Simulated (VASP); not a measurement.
# Sn2Ge (P-3m1) in VASP: relaxation of cell and atoms with PBE

Aim: the relaxation of cell and atoms of Sn2Ge with PBE.

All numbers are computed with VASP 6.6.1; they aren't measurements. Logs are shortened: lines on timing, memory, paths and dates and some standing lists are left out, and cuts for length are marked.

## 1. The crystal as given

It takes space group P-3m1 (No. 164, trigonal). Conventional cell: a = 4.390 Å, b = 4.390 Å, c = 10.760 Å, α = 90.00°, β = 90.00°, γ = 120.00°. Around Sn (site symmetry 3m) lie 3 Ge at 2.69 Å and 1 Sn at 2.69 Å. Sn (site symmetry 3m) is surrounded by 4 Sn at 2.69 Å. Ge (site symmetry 3m) has 3 Sn at 2.69 Å and 1 Ge at 2.69 Å as nearest neighbours.

The cell was built by a generator and needn't be a form met in nature.

## 2. Relaxation of cell and atoms, PBE

The input, INCAR:

```
PREC     = Normal         # precision mode
ENCUT    = 520            # plane-wave cutoff, eV
EDIFF    = 1E-4           # SCF threshold, eV
ISMEAR   = 0              # smearing method
SIGMA    = 0.15           # smearing width, eV
LREAL    = F              # projectors in reciprocal space
LASPH    = T              # aspherical terms in the spheres
NELM     = 60             # most SCF steps
ALGO     = Fast           # electronic algorithm
ISIF     = 3              # what is computed and relaxed
LWAVE    = F              # write WAVECAR
LCHARG   = F              # write CHGCAR
GGA      = PE             # functional
IBRION   = 2              # ionic algorithm
NSW      = 24             # ionic steps
EDIFFG   = -0.08          # ionic threshold
```

The input, KPOINTS:

```
regular mesh
0
Gamma
  5 5 2
```

The input, POSCAR:

```
Sn2Ge
1.0
    4.3900000000      0.0000000000      0.0000000000
   -2.1950000000      3.8018515200      0.0000000000
    0.0000000000      0.0000000000     10.7600000000
Sn Ge
4 2
Direct
    0.3333333300      0.6666666700      0.7917000000
    0.6666666700      0.3333333300      0.2083000000
    0.3333333300      0.6666666700      0.5417000000
    0.6666666700      0.3333333300      0.4583000000
    0.0000000000      0.0000000000      0.8750000000
    0.0000000000      0.0000000000      0.1250000000
```

Potentials or basis: VASP PAW PBE potentials, release 64 (Sn_d, Ge_d).

Launch:

```sh
cat potpaw_PBE.64/Sn_d/POTCAR potpaw_PBE.64/Ge_d/POTCAR > POTCAR
mpirun -np 1 vasp_std > vasp.out
```

OUTCAR:

```text
PREC = Normal
   ENCUT = 520
   EDIFF = 1E-4
   ISMEAR = 0
   LREAL = F
   LASPH = T
   NELM = 60
   ISIF = 3
   GGA = PE
   IBRION = 2
   NSW = 24
   EDIFFG = -0.08

 ion  position               nearest neighbor table
   1  0.333  0.667  0.792-   5 2.69   5 2.69   5 2.69   3 2.69
   2  0.667  0.333  0.208-   6 2.69   6 2.69   6 2.69   4 2.69
   3  0.333  0.667  0.542-   4 2.69   4 2.69   4 2.69   1 2.69
   4  0.667  0.333  0.458-   3 2.69   3 2.69   3 2.69   2 2.69
   5  0.000  0.000  0.875-   1 2.69   1 2.69   1 2.69   6 2.69
   6  0.000  0.000  0.125-   2 2.69   2 2.69   2 2.69   5 2.69

  LATTYP: Found a hexagonal cell.
 ALAT       =     4.3900000000
 C/A-ratio  =     2.4510250569

  Lattice vectors:

 A1 = (   4.3900000000,   0.0000000000,   0.0000000000)
 A2 = (  -2.1950000000,   3.8018515200,   0.0000000000)
 A3 = (   0.0000000000,   0.0000000000,  10.7600000000)

Analysis of symmetry for initial positions (statically):
=====================================================================
 Subroutine PRICEL returns:
 Original cell was already a primitive cell.

 Routine SETGRP: Setting up the symmetry group for a
 hexagonal supercell.

 Subroutine GETGRP returns: Found 12 space group operations
 (whereof 12 operations were pure point group operations)
 out of a pool of 24 trial point group operations.

The static configuration has the point symmetry D_3d.

Analysis of symmetry for dynamics (positions and initial velocities):
=====================================================================
 Subroutine PRICEL returns:
 Original cell was already a primitive cell.

 Routine SETGRP: Setting up the symmetry group for a
 hexagonal supercell.

 Subroutine GETGRP returns: Found 12 space group operations
 (whereof 12 operations were pure point group operations)
 out of a pool of 24 trial point group operations.

The dynamic configuration has the point symmetry D_3d.

 Subroutine INISYM returns: Found 12 space group operations
 (whereof 12 operations are pure point group operations),
 and found     1 'primitive' translations

----------------------------------------------------------------------------------------

                                     Primitive cell

  volume of cell :     179.5858

  direct lattice vectors                    reciprocal lattice vectors
     4.390000000  0.000000000  0.000000000     0.227790433  0.131514868  0.000000000
    -2.195000000  3.801851520  0.000000000     0.000000000  0.263029736  0.000000000
     0.000000000  0.000000000 10.760000000     0.000000000  0.000000000  0.092936803

  length of vectors
     4.390000000  4.389999998 10.760000000     0.263029735  0.263029736  0.092936803

  position of ions in fractional coordinates (direct lattice)
     0.333333330  0.666666670  0.791700000
     0.666666670  0.333333330  0.208300000
     0.333333330  0.666666670  0.541700000
     0.666666670  0.333333330  0.458300000
     0.000000000  0.000000000  0.875000000
     0.000000000  0.000000000  0.125000000

  ion indices of the primitive-cell ions
   primitive index   ion index
                 1           1
                 2           2
                 3           3
                 4           4
                 5           5
                 6           6

----------------------------------------------------------------------------------------

 KPOINTS: regular mesh

Automatic generation of k-mesh.
 Grid dimensions read from file:
 generate k-points for:    5    5    2

 Generating k-lattice:

  Cartesian coordinates                     Fractional coordinates (reciprocal lattice)
     0.045558087  0.026302974  0.000000000     0.200000000  0.000000000  0.000000000
     0.000000000  0.052605947  0.000000000     0.000000000  0.200000000  0.000000000
     0.000000000  0.000000000  0.046468401     0.000000000  0.000000000  0.500000000

  Length of vectors
     0.052605947  0.052605947  0.046468401

  Shift w.r.t. Gamma in fractional coordinates (k-lattice)
     0.000000000  0.000000000  0.000000000

 Subroutine IBZKPT returns following result:
 ===========================================

 Found     10 irreducible k-points:

 Following reciprocal coordinates:
            Coordinates               Weight
  0.000000  0.000000  0.000000      1.000000
  0.200000 -0.000000  0.000000      6.000000
  0.400000 -0.000000  0.000000      6.000000
  0.200000  0.200000  0.000000      6.000000
  0.400000  0.200000  0.000000      6.000000
  0.000000  0.000000  0.500000      1.000000
  0.200000 -0.000000  0.500000      6.000000
  0.400000 -0.000000  0.500000      6.000000
  0.200000  0.200000  0.500000      6.000000
  0.400000  0.200000  0.500000      6.000000
   k-points           NKPTS =     10   k-points in BZ     NKDIM =     10   number of bands    NBANDS=     50
   number of dos      NEDOS =    301   number of ions     NIONS =      6
   total plane-waves  NPLWV =  34560
   dimension x,y,z NGX =    24 NGY =   24 NGZ =   60
   dimension x,y,z NGXF=    48 NGYF=   48 NGZF=  120
   ions per type =               4   2
   NGX,Y,Z   is equivalent  to a cutoff of   9.09,  9.09,  9.27 a.u.
   NGXF,Y,Z  is equivalent  to a cutoff of  18.18, 18.18, 18.54 a.u.
 SYSTEM =  unknown system
   PREC   = normal    normal or accurate (medium, high low for compatibility)
   ISTART =      0    job   : 0-new  1-cont  2-samecut
   ICHARG =      2    charge: 1-file 2-atom 10-const
   ISPIN  =      1    spin polarized calculation?
   LNONCOLLINEAR =      F non collinear calculations
   LSORBIT =      F    spin-orbit coupling
   LASPH  =      T    aspherical Exc in radial PAW
   ENCUT  =  520.0 eV  38.22 Ry    6.18 a.u.   8.16  8.16 20.01*2*pi/ulx,y,z
   NELM   =     60;   NELMIN=  2; NELMDL= -5     # of ELM steps
   EDIFF  = 0.1E-03   stopping-criterion for ELM
   LREAL  =      F    real-space projection
   EDIFFG = -.8E-01   stopping-criterion for IOM
   NSW    =     24    number of steps for IOM
   IBRION =      2    ionic relax: 0-MD 1-quasi-New 2-CG
   NFREE  =      1    steps in history (QN), initial steepest desc. (CG)
   ISIF   =      3    stress and relaxation
   ISYM   =      2    0-nonsym 1-usesym 2-fastsym
   POTIM  = 0.5000    time-step for ionic-motion
   TEBEG  =    0.0;   TEEND  =   0.0 temperature during run
   PSTRESS=    0.0 pullay stress
   NELECT =      84.0000    total number of electrons
   NUPDOWN=      -1.0000    fix difference up-down
   EMIN   =  10.00;   EMAX   =-10.00  energy-range for DOS
   EFERMI =   0.00;   METHOD = LEGACY
   ISMEAR =     0;   SIGMA  =   0.15  broadening in eV -4-tet -1-fermi 0-gaus
   EFERMI_NEDOS =   21; number of points for ismear=-14 and -15
   IALGO  =     68    algorithm
   IMIX   =      4    mixing-type and parameters
     AMIX     =   0.40;   BMIX     =  1.00
     AMIX_MAG =   1.60;   BMIX_MAG =  1.00
  volume/ion in A,a.u.               =      29.93       201.98
  Fermi-wavevector in a.u.,A,eV,Ry     =   1.270800  2.401464 21.972500  1.614933
  Thomas-Fermi vector in A             =   2.403768
   LORBIT       =      0    0 simple, 1 ext, 2 COOP (PROOUT), +10 PAW based schemes
   GGA     = PE    functional components
   LHFCALC =     F    Hartree Fock is set to
   AEXX    =    0.0000 exact exchange contribution
   IVDW    =     0    specifies the selected vdW correction
   LEPSILON=     F    determine dielectric tensor
   LRPA    =     F    only Hartree local field effects (RPA)
 conjugate gradient relaxation of ions
 non-spin polarized calculation
 RMM-DIIS sequential band-by-band and
 Gauss-broadening in eV      SIGMA  =   0.15
  energy-cutoff  :      520.00
  volume of cell :      179.59
 maximum number of plane-waves:      4859
   NGX = 17   NGY = 17   NGZ = 41

--------------------------------------- Ionic step        1  -------------------------------------------

 number of electron      83.9999937 magnetization

 Free energy of the ion-electron system (eV)
  ---------------------------------------------------
  ext. energy  EPLUGINS =         0.00000000
  ---------------------------------------------------
  free energy    TOTEN  =       -23.58128011 eV

  energy without entropy =      -23.57531982  energy(sigma->0) =      -23.57829997

------------------------ aborting loop because EDIFF is reached ----------------------------------------

  FORCE on cell =-STRESS in cart. coord.  units (eV):
  Direction    XX          YY          ZZ          XY          YZ          ZX
  --------------------------------------------------------------------------------------
  -------------------------------------------------------------------------------------
  Total        5.3659156      5.3659156      5.3477490     -0.0000000      0.0000000     -0.0000000
  in kB       47.8721001     47.8721001     47.7100260     -0.0000000      0.0000000     -0.0000000
  external PRESSURE =      47.8180754 kB  Pullay stress =       0.0000000 kB
[... 101 lines left out ...]
  FREE ENERGIE OF THE ION-ELECTRON SYSTEM (eV)
  ---------------------------------------------------
  free  energy   TOTEN  =       -23.8769627172 eV

  energy  without entropy=      -23.8684905038  energy(sigma->0) =      -23.87272661

 E-fermi :   4.9078     XC(G=0):  -8.9417

 val. band max:        4.7603343005   @ k =   0.0000   0.0000   0.5000
 cond. band min:       5.0974552576   @ k =   0.0000   0.0000   0.0000
 fundamental gap:      0.3371209570
 Fermi energy:         4.9078032782

 k-point     1 :       0.0000    0.0000    0.0000
  band No.  band energies     occupation
      1     -19.7133      2.00000
      2     -19.6259      2.00000
      3     -19.6259      2.00000
      4     -19.6019      2.00000
      5     -19.6019      2.00000
      6     -19.5886      2.00000
[... 519 lines left out ...]
     49       9.2122      0.00000
     50       9.3797      0.00000

[... ionic steps 4 to 20 ...]

--------------------------------------- Ionic step       21  -------------------------------------------

 number of electron      84.0000290 magnetization

------------------------ aborting loop because EDIFF is reached ----------------------------------------

  FORCE on cell =-STRESS in cart. coord.  units (eV):
  Direction    XX          YY          ZZ          XY          YZ          ZX
  --------------------------------------------------------------------------------------
  -------------------------------------------------------------------------------------
  Total        0.2870323      0.2870323     -0.4942806     -0.0000000      0.0000000     -0.0000000
  in kB        2.3808237      2.3808237     -4.0998688     -0.0000000      0.0000000     -0.0000000
  external PRESSURE =       0.2205928 kB  Pullay stress =       0.0000000 kB
[... 65 lines left out ...]
  energy  without entropy=      -24.1285552640  energy(sigma->0) =      -24.13110813

--------------------------------------- Ionic step       23  -------------------------------------------

 number of electron      84.0000282 magnetization

 Free energy of the ion-electron system (eV)
  ---------------------------------------------------
  ext. energy  EPLUGINS =         0.00000000
  ---------------------------------------------------
  free energy    TOTEN  =       -24.13391831 eV

  energy without entropy =      -24.12880277  energy(sigma->0) =      -24.13136054

 E-fermi :   4.7992     XC(G=0):  -8.8871

 val. band max:        4.6930205253   @ k =   0.0000   0.0000   0.5000
 cond. band min:       4.9845262322   @ k =   0.0000   0.0000   0.0000
 fundamental gap:      0.2915057069
 Fermi energy:         4.7992462374

 k-point     1 :       0.0000    0.0000    0.0000
  band No.  band energies     occupation
      1     -19.8064      2.00000
      2     -19.7357      2.00000
      3     -19.7357      2.00000
      4     -19.7176      2.00000
      5     -19.7176      2.00000
      6     -19.7065      2.00000
[... 552 lines left out ...]
  FREE ENERGIE OF THE ION-ELECTRON SYSTEM (eV)
  ---------------------------------------------------
  free  energy   TOTEN  =       -24.1339183094 eV

  energy  without entropy=      -24.1288027732  energy(sigma->0) =      -24.13136054

 reached required accuracy - stopping structural energy minimisation
```

Wall time 8.3 min (1 thread of Intel Xeon Platinum 8375C at 2.90GHz (Ice Lake), shared host); peak memory 0.24 GiB.

What came out:

| Property | Result |
| --- | --- |
| Free energy | -24.1339 eV |
| Relaxed volume | 32.20 Å³/atom |
| Relaxed cell | a = 4.523 Å, b = 4.523 Å, c = 10.905 Å, α = 90.00°, β = 90.00°, γ = 120.00° |
| Space group after relaxing (to 0.05 Å) | P-3m1 (No. 164) |
| Energy gained by relaxing | 92.1 meV/atom |
| Ionic steps | 23 |
| Pressure after relaxing | 0.1 GPa |
| Largest force after relaxing | 0.051 eV/Å |
| Band gap on the k mesh | none (metal or under the smearing width) |

Forces in eV/Å, atoms in the order of the input:
```
Sn   0.000  0.000 -0.051
Sn   0.000  0.000  0.051
Sn   0.000  0.000  0.018
Sn   0.000  0.000 -0.018
Ge   0.000  0.000 -0.030
Ge   0.000  0.000  0.030
```

Stress tensor (GPa, compression positive):
```
0.08 0.00 0.00
0.00 0.08 0.00
0.00 0.00 0.25
```

Step by step:
| step | energy change (eV) | largest force (eV/Å) | pressure (GPa) | volume (Å³) |
| --- | --- | --- | --- | --- |
| 1 | 0.0000 | 1.3488 | 4.78 | 179.59 |
| 2 | -0.3419 | 0.5482 | 0.36 | 203.82 |
| 3 | -0.2957 | 0.4371 | -0.48 | 209.18 |
| 4 | -0.3692 | 0.4548 | -1.89 | 207.58 |
| 5 | -0.4368 | 0.5665 | -0.39 | 202.72 |
| 6 | -0.4411 | 0.4885 | -1.81 | 204.84 |
| 7 | -0.4463 | 0.4346 | -1.44 | 204.19 |
| 8 | -0.4771 | 0.3809 | -0.47 | 201.89 |
| 9 | -0.4803 | 0.3798 | -1.22 | 201.61 |
| 10 | -0.4863 | 0.3591 | -1.12 | 201.04 |
| 11 | -0.4967 | 0.4164 | -0.54 | 199.91 |
| 12 | -0.5107 | 0.4984 | -1.35 | 197.66 |
| 13 | -0.5087 | 0.7340 | -1.03 | 193.22 |
| 14 | -0.5290 | 0.4352 | 1.33 | 190.71 |
| 15 | -0.5286 | 0.4726 | 0.75 | 190.81 |
| 16 | -0.5288 | 0.4534 | 0.61 | 190.76 |
| 17 | -0.5435 | 0.2352 | 0.81 | 191.74 |
| 18 | -0.5491 | 0.1773 | -0.06 | 193.67 |
| 19 | -0.5505 | 0.1626 | 0.38 | 193.07 |
| 20 | -0.5505 | 0.1580 | 0.16 | 193.21 |
| 21 | -0.5506 | 0.1630 | 0.02 | 193.16 |
| 22 | -0.5524 | 0.0826 | 0.12 | 193.21 |
| 23 | -0.5526 | 0.0512 | 0.14 | 193.23 |

Final structure:
```yaml
crystal:
  lattice:
    - [4.52323, 0.00000, 0.00000]
    - [-2.26162, 3.91724, 0.00000]
    - [0.00000, 0.00000, 10.90534]
  atoms:
    - { symbol: Sn, position: [0.33333, 0.66667, 0.81270] }
    - { symbol: Sn, position: [0.66667, 0.33333, 0.18730] }
    - { symbol: Sn, position: [0.33333, 0.66667, 0.54853] }
    - { symbol: Sn, position: [0.66667, 0.33333, 0.45147] }
    - { symbol: Ge, position: [0.00000, 0.00000, 0.88551] }
    - { symbol: Ge, position: [0.00000, 0.00000, 0.11449] }
```

Caveat: the relaxation stopped at a loose force limit of 0.08 eV/Å, so its end isn't a converged minimum.
